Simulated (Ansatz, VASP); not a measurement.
Ru: VASP beside Ansatz

```xyz
2
Lattice="2.7625 0.0000 0.0000 -1.3813 2.3924 0.0000 0.0000 0.0000 4.0311" Properties=species:S:1:pos:R:3 pbc="T T T"
Ru    0.0000    1.5949    1.0078
Ru    1.3813    0.7975    3.0233
```

Alike in both runs: task single point; functional PBEsol; k mesh 21 × 21 × 12; occupations gaussian, width 0.15 eV; no spin polarisation.

|  | VASP | Ansatz |
| --- | --- | --- |
| version | VASP 6.6.1 | Ansatz 0.2.0 |
| potentials or method | VASP PAW PBE potentials, release 64 (Ru_pv) | scalar-relativistic, plane waves, PAW |
| plane-wave cutoff (eV) | 520 | 420 |
| valence electrons in the cell | 28 | 32 |

|  | VASP | Ansatz | Ansatz less VASP |
| --- | --- | --- | --- |
| gap on the k mesh at the Fermi level (eV) | none | none | - |
| pressure (GPa) | 3.5 | 3.6 | +0.11 |
| largest component of the traceless stress (GPa) | 24.10 | 24.13 | +0.023 |

A gap of «none» marks a metal or a gap that the smearing closes. The functional is the same, so the differences come from potentials, cutoffs and numerics. The two sets of potentials don't hold the same shells in valence. Ansatz warned: «pseudo_functional_mismatch».

Caveats: the PAW data sets were made with another functional, which shifts forces and pressure a little (VASP).
